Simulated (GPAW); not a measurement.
GaN in GPAW: convergence with basis set

Crystal: GaN.

```
Ga N
1.0
     2.98064    0.00000    0.00000
    -1.49032    2.58131    0.00000
     0.00000    0.00000    2.68337
Ga N
1 1
Direct
  0.66667 0.33333 0.50000
  0.00000 0.00000 0.00000
```

The cell was built by a generator and needn't be a form met in nature.

| Item | Value |
| --- | --- |
| Program | GPAW 26.7.0 |
| Task | convergence study |
| Functional | PBE |
| Potentials or basis | GPAW PAW data sets (gpaw-data 1.2.1) |
| Basis | lcao:sz(dzp) |
| Grid spacing | 0.16 Å |
| k mesh | 8 × 8 × 8 |
| Occupations | fermi-dirac, width 0.05 eV |
| Spin | no spin polarisation |

These are the settings of the first run; the series varies basis set, with any setting tied to it.

Hardware: 1 thread of Arm Neoverse V1 (shared host).

```
    basis set  energy less the tightest run, at zero smearing (meV/atom)  largest force (eV/Å)  SCF cycles  CPU time (s)  peak memory (GiB)
 lcao:sz(dzp)                                                     575.76                 0.002           9           110               0.15
lcao:szp(dzp)                                                     446.25                 0.002          10           490               0.16
 lcao:dz(dzp)                                                     340.97                 0.001           9           150               0.15
     lcao:dzp                                                     279.47                 0.002           9           540               0.18
           fd                                                     -15.44                 0.002          10            42                0.3
           pw                                                       0.00                 0.000          10            21               0.17
```

Against the tightest run, the largest force stays within 0.005 eV/Å from lcao:sz(dzp) on. Not settled before the last step: the energy (to 1 meV/atom). The tightest run that finished is the yardstick and may itself not be fully converged.
